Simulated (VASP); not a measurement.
# CdO (Monteponite) (Fm-3m) in VASP: further runs

The runs below take CdO (Monteponite) through single point, with LDA.

All numbers are computed with VASP 6.6.1; they aren't measurements. Logs are shortened: lines on timing, memory, paths and dates and some standing lists are left out, and cuts for length are marked.

## Step 1: Starting point

It takes space group Fm-3m (No. 225, cubic). Conventional cell: a = 4.699 Å, b = 4.699 Å, c = 4.699 Å, α = 90.00°, β = 90.00°, γ = 90.00°. Cd (site symmetry m-3m) has 6 O at 2.35 Å as nearest neighbours. O (site symmetry m-3m) is surrounded by 6 Cd at 2.35 Å.

## Step 2: Single point, LDA, spin-orbit coupling, no magnetisation

INCAR

```
PREC = Accurate
ENCUT = 520
EDIFF = 1E-7
ISMEAR = 0
SIGMA = 0.02
LREAL = F
LASPH = T
NELM = 100
ALGO = Normal
ISIF = 2
LWAVE = F
LCHARG = F
MAGMOM = 0 0 0 0 0 0
LORBIT = 11
LSORBIT = T
GGA_COMPAT = F
NBANDS = 34
```

KPOINTS

```
Automatic mesh
0
Gamma
  6 6 6
```

POSCAR

```
CdO
1.0
    0.0000000000      2.3495000000      2.3495000000
    2.3495000000      0.0000000000      2.3495000000
    2.3495000000      2.3495000000      0.0000000000
Cd O
1 1
Direct
    0.0000000000      0.0000000000      0.0000000000
    0.5000000000      0.5000000000      0.5000000000
```

Potentials or basis: VASP PAW LDA potentials, release 64 (Cd, O).

Run with:

```sh
> cat potpaw_LDA.64/Cd/POTCAR potpaw_LDA.64/O/POTCAR > POTCAR
> mpirun -np 1 vasp_ncl > vasp.out
```

OUTCAR:

```text
PREC = Accurate
   ENCUT = 520
   EDIFF = 1E-7
   ISMEAR = 0
   LREAL = F
   LASPH = T
   NELM = 100
   ISIF = 2
   LORBIT = 11
   LSORBIT = T

 Found     16 irreducible k-points:

 Following reciprocal coordinates:
            Coordinates               Weight
  0.000000  0.000000  0.000000      1.000000
  0.166667  0.000000  0.000000      8.000000
  0.333333  0.000000  0.000000      8.000000
  0.500000  0.000000  0.000000      4.000000
  0.166667  0.166667  0.000000      6.000000
  0.333333  0.166667  0.000000     24.000000
   k-points           NKPTS =     16   k-points in BZ     NKDIM =     16   number of bands    NBANDS=     34
   number of dos      NEDOS =    301   number of ions     NIONS =      2
   total plane-waves  NPLWV =  21952
   dimension x,y,z NGX =    28 NGY =   28 NGZ =   28
   dimension x,y,z NGXF=    56 NGYF=   56 NGZF=   56
   ions per type =               1   1
   NGX,Y,Z   is equivalent  to a cutoff of  14.01, 14.01, 14.01 a.u.
   NGXF,Y,Z  is equivalent  to a cutoff of  28.02, 28.02, 28.02 a.u.
 SYSTEM =  unknown system
   PREC   = accura    normal or accurate (medium, high low for compatibility)
   ISTART =      0    job   : 0-new  1-cont  2-samecut
   ICHARG =      2    charge: 1-file 2-atom 10-const
   ISPIN  =      1    spin polarized calculation?
   LNONCOLLINEAR =      T non collinear calculations
   LSORBIT =      T    spin-orbit coupling
   LASPH  =      T    aspherical Exc in radial PAW
   ENCUT  =  520.0 eV  38.22 Ry    6.18 a.u.   6.18  6.18  6.18*2*pi/ulx,y,z
   NELM   =    100;   NELMIN=  2; NELMDL= -5     # of ELM steps
   EDIFF  = 0.1E-06   stopping-criterion for ELM
   LREAL  =      F    real-space projection
   EDIFFG = 0.1E-05   stopping-criterion for IOM
   NSW    =      0    number of steps for IOM
   IBRION =     -1    ionic relax: 0-MD 1-quasi-New 2-CG
   NFREE  =      0    steps in history (QN), initial steepest desc. (CG)
   ISIF   =      2    stress and relaxation
   ISYM   =      2    0-nonsym 1-usesym 2-fastsym
   POTIM  = 0.5000    time-step for ionic-motion
   TEBEG  =    0.0;   TEEND  =   0.0 temperature during run
   PSTRESS=    0.0 pullay stress
   NELECT =      18.0000    total number of electrons
   NUPDOWN=      -1.0000    fix difference up-down
   EMIN   =  10.00;   EMAX   =-10.00  energy-range for DOS
   EFERMI =   0.00;   METHOD = LEGACY
   ISMEAR =     0;   SIGMA  =   0.02  broadening in eV -4-tet -1-fermi 0-gaus
   EFERMI_NEDOS =   21; number of points for ismear=-14 and -15
   IALGO  =     38    algorithm
   IMIX   =      4    mixing-type and parameters
     AMIX     =   0.40;   BMIX     =  1.00
     AMIX_MAG =   1.60;   BMIX_MAG =  1.00
  volume/ion in A,a.u.               =      12.97        87.52
  Fermi-wavevector in a.u.,A,eV,Ry     =   1.449373  2.738918 28.581522  2.100683
  Thomas-Fermi vector in A             =   2.567107
   LORBIT       =     11    0 simple, 1 ext, 2 COOP (PROOUT), +10 PAW based schemes
   GGA     = CA    functional components
   LHFCALC =     F    Hartree Fock is set to
   AEXX    =    0.0000 exact exchange contribution
   IVDW    =     0    specifies the selected vdW correction
   LEPSILON=     F    determine dielectric tensor
   LRPA    =     F    only Hartree local field effects (RPA)
 Gauss-broadening in eV      SIGMA  =   0.02
  energy-cutoff  :      520.00
  volume of cell :       25.94
 maximum number of plane-waves:      1450
 NGX is ok and might be reduce to    28
   NGX = 13   NGY = 13   NGZ = 13

 number of electron      18.0000000 magnetization       0.0000000      0.0000000      0.0000000

 number of electron      18.0000002 magnetization      -0.0000000     -0.0000000     -0.0000000

 number of electron      18.0000002 magnetization      -0.0000000      0.0000000     -0.0000000

 number of electron      18.0000002 magnetization       0.0000000     -0.0000000      0.0000000

 Free energy of the ion-electron system (eV)
  ---------------------------------------------------
  ext. energy  EPLUGINS =         0.00000000
  ---------------------------------------------------
  free energy    TOTEN  =        -9.35782502 eV

  energy without entropy =       -9.35765709  energy(sigma->0) =       -9.35774105

 E-fermi :   1.8114     XC(G=0): -12.1981

 val. band max:        1.8018363942   @ k =   0.5000   0.0000   0.0000
 cond. band min:       3.2258769391   @ k =   0.1667   0.0000   0.0000
 fundamental gap:      1.4240405449
 Fermi energy:         1.8114222819

 k-point     1 :       0.0000    0.0000    0.0000
  band No.  band energies     occupation
      1     -15.3429      1.00000
      2     -15.3429      1.00000
      3      -5.2130      1.00000
      4      -5.2130      1.00000
      5      -5.2130      1.00000
      6      -5.2130      1.00000
[... 22 lines left out ...]
     29      18.9026      0.00000
     30      18.9026      0.00000

 k-point     2 :       0.1667    0.0000    0.0000
  band No.  band energies     occupation
      1     -15.1474      1.00000
      2     -15.1474      1.00000
      3      -5.2915      1.00000
      4      -5.2915      1.00000
      5      -5.2664      1.00000
      6      -5.2664      1.00000
[... 22 lines left out ...]
     29      20.3930      0.00000
     30      20.3930      0.00000

 k-point     3 :       0.3333    0.0000    0.0000
  band No.  band energies     occupation
      1     -14.7221      1.00000
      2     -14.7221      1.00000
      3      -5.6549      1.00000
      4      -5.6549      1.00000
      5      -5.5714      1.00000
      6      -5.5714      1.00000
[... 22 lines left out ...]
     29      21.9985      0.00000
     30      21.9985      0.00000

 k-point     4 :       0.5000    0.0000    0.0000
  band No.  band energies     occupation
      1     -14.4878      1.00000
      2     -14.4878      1.00000
      3      -5.9823      1.00000
      4      -5.9823      1.00000
      5      -5.7267      1.00000
      6      -5.7267      1.00000
[... 22 lines left out ...]
     29      22.8738      0.00000
     30      22.8738      0.00000

 k-point     5 :       0.1667    0.1667    0.0000
  band No.  band energies     occupation
      1     -15.1036      1.00000
      2     -15.1036      1.00000
      3      -5.3300      1.00000
      4      -5.3300      1.00000
      5      -5.2476      1.00000
      6      -5.2476      1.00000
[... 22 lines left out ...]
     29      22.1406      0.00000
     30      22.1406      0.00000

 k-point     6 :       0.3333    0.1667    0.0000
  band No.  band energies     occupation
      1     -14.8046      1.00000
      2     -14.8046      1.00000
      3      -5.5127      1.00000
      4      -5.5127      1.00000
      5      -5.3661      1.00000
      6      -5.3661      1.00000
[... 22 lines left out ...]
     29      22.7897      0.00000
     30      22.7897      0.00000

 [... further k-points ...]

 [bands above 30 left out]

------------------------ aborting loop because EDIFF is reached ----------------------------------------

  FORCE on cell =-STRESS in cart. coord.  units (eV):
  Direction    XX          YY          ZZ          XY          YZ          ZX
  --------------------------------------------------------------------------------------
  -------------------------------------------------------------------------------------
  Total       -0.6994342     -0.6994342     -0.6994342     -0.0000000      0.0000000      0.0000000
  in kB      -43.2017242    -43.2017242    -43.2017242     -0.0000000      0.0000000      0.0000000
  external PRESSURE =     -43.2017242 kB  Pullay stress =       0.0000000 kB

 VOLUME and BASIS-vectors are now :
 -----------------------------------------------------------------------------
  energy-cutoff  :      520.00
  volume of cell :       25.94
      direct lattice vectors                 reciprocal lattice vectors
     0.000000000  2.349500000  2.349500000    -0.212811236  0.212811236  0.212811236
     2.349500000  0.000000000  2.349500000     0.212811236 -0.212811236  0.212811236
     2.349500000  2.349500000  0.000000000     0.212811236  0.212811236 -0.212811236

 POSITION                                       TOTAL-FORCE (eV/Angst)
 -----------------------------------------------------------------------------------
      0.00000      0.00000      0.00000         0.000000     -0.000000     -0.000000
      2.34950      2.34950      2.34950         0.000000      0.000000      0.000000
 -----------------------------------------------------------------------------------
    total drift:                                0.000000      0.000000      0.000000

  FREE ENERGIE OF THE ION-ELECTRON SYSTEM (eV)
  ---------------------------------------------------
  free  energy   TOTEN  =        -9.3578250159 eV

  energy  without entropy=       -9.3576570867  energy(sigma->0) =       -9.35774105

 Spin-Orbit-Coupling matrix elements

 Ion:    1  E_soc:     -0.0529605
 l=   1
     0.0000000    -0.0018134    -0.0018134
    -0.0018134     0.0000000    -0.0018134
    -0.0018134    -0.0018134     0.0000000
 l=   2
     0.0000000    -0.0014328     0.0000000    -0.0014328    -0.0055805
    -0.0014328     0.0000000    -0.0041854    -0.0014328    -0.0013951
     0.0000000    -0.0041854     0.0000000    -0.0041854     0.0000000
    -0.0014328    -0.0014328    -0.0041854     0.0000000    -0.0013951
    -0.0055805    -0.0013951     0.0000000    -0.0013951     0.0000000
 l=   3
     0.0000000     0.0000000     0.0000000     0.0000000     0.0000000     0.0000000     0.0000000
     0.0000000     0.0000000     0.0000000     0.0000000     0.0000000     0.0000000     0.0000000
     0.0000000     0.0000000     0.0000000     0.0000000     0.0000000     0.0000000     0.0000000
     0.0000000     0.0000000     0.0000000     0.0000000     0.0000000     0.0000000     0.0000000
     0.0000000     0.0000000     0.0000000     0.0000000     0.0000000     0.0000000     0.0000000
     0.0000000     0.0000000     0.0000000     0.0000000     0.0000000     0.0000000     0.0000000
     0.0000000     0.0000000     0.0000000     0.0000000     0.0000000     0.0000000     0.0000000

 Ion:    2  E_soc:     -0.0003145
 l=   1
     0.0000000    -0.0000524    -0.0000524
    -0.0000524     0.0000000    -0.0000524
    -0.0000524    -0.0000524     0.0000000
 l=   2
     0.0000000     0.0000000     0.0000000     0.0000000     0.0000000
     0.0000000     0.0000000     0.0000000     0.0000000     0.0000000
     0.0000000     0.0000000     0.0000000     0.0000000     0.0000000
     0.0000000     0.0000000     0.0000000     0.0000000     0.0000000
     0.0000000     0.0000000     0.0000000     0.0000000     0.0000000
 l=   3
     0.0000000     0.0000000     0.0000000     0.0000000     0.0000000     0.0000000     0.0000000
     0.0000000     0.0000000     0.0000000     0.0000000     0.0000000     0.0000000     0.0000000
     0.0000000     0.0000000     0.0000000     0.0000000     0.0000000     0.0000000     0.0000000
     0.0000000     0.0000000     0.0000000     0.0000000     0.0000000     0.0000000     0.0000000
     0.0000000     0.0000000     0.0000000     0.0000000     0.0000000     0.0000000     0.0000000
     0.0000000     0.0000000     0.0000000     0.0000000     0.0000000     0.0000000     0.0000000
     0.0000000     0.0000000     0.0000000     0.0000000     0.0000000     0.0000000     0.0000000

 total charge

# of ion       s       p       d       tot
------------------------------------------
    1        0.348   0.264   9.640  10.252
    2        1.563   3.332   0.000   4.895
--------------------------------------------------
tot          1.911   3.596   9.640  15.147

 magnetization (x)

# of ion       s       p       d       tot
------------------------------------------
    1        0.000  -0.000  -0.000  -0.000
    2       -0.000  -0.000   0.000  -0.000
--------------------------------------------------
tot         -0.000  -0.000  -0.000  -0.000

 magnetization (y)

# of ion       s       p       d       tot
------------------------------------------
    1        0.000  -0.000  -0.000  -0.000
    2        0.000   0.000   0.000   0.000
--------------------------------------------------
tot          0.000  -0.000  -0.000  -0.000

 magnetization (z)

# of ion       s       p       d       tot
------------------------------------------
    1        0.000   0.000   0.000   0.000
    2        0.000   0.000   0.000   0.000
--------------------------------------------------
tot          0.000   0.000   0.000   0.000
```

Run time: 55 s. Hardware: 1 thread of Intel Xeon Platinum 8559C (Emerald Rapids), shared host; peak memory 0.21 GiB.

These settings aren't checked as converged: the numbers below hold their error.

What came out:

* Free energy: -9.3578 eV
* Pressure: -4.3 GPa
* Valence electrons inside the program's atomic spheres: Cd 10.25; O 4.89

Caveat: the k mesh is coarse (spacing up to 0.39 Å⁻¹), so the values aren't converged.

## Step 3: Single point, LDA, spin-orbit coupling, no magnetisation

Edit INCAR of step 2 so:

```diff
@@ -1,4 +1,4 @@
 PREC = Accurate
-ENCUT = 520
-EDIFF = 1E-7
+ENCUT = 400
+EDIFF = 0.001
 ISMEAR = 0
```

KPOINTS

```
Automatic mesh
0
Gamma
  7 7 7
```

POSCAR is that of step 2.

Potentials or basis: VASP PAW LDA potentials, release 64 (Cd, O).

Run with:

```sh
> cat potpaw_LDA.64/Cd/POTCAR potpaw_LDA.64/O/POTCAR > POTCAR
> mpirun -np 1 vasp_ncl > vasp.out
```

Run time: 25 s. Hardware: 1 thread of Intel Xeon Platinum 8559C (Emerald Rapids), shared host; peak memory 0.17 GiB.

The run converged, but some of its settings lie outside the range that counts as converged, so its numbers aren't taken as properties of the crystal.

Results:

* Free energy: -9.3712 eV
* Valence electrons inside the program's atomic spheres: Cd 10.25; O 4.93

Caveat: the cutoff is under 1.25 times the usual one of these potentials, so pressure, stress and relaxed cells hold a basis-set (Pulay) error.

## Step 4: The reference run

An earlier run on the cell as given: functional PBE; potentials or basis VASP PAW PBE potentials, release 64 (Cd, O); cutoff 520 eV; k mesh 10 × 10 × 10; occupations fermi-dirac, width 0.05 eV; no spin polarisation.

- Pressure: 7.6 GPa
- Band gap on the k mesh: none (metal or under the smearing width)
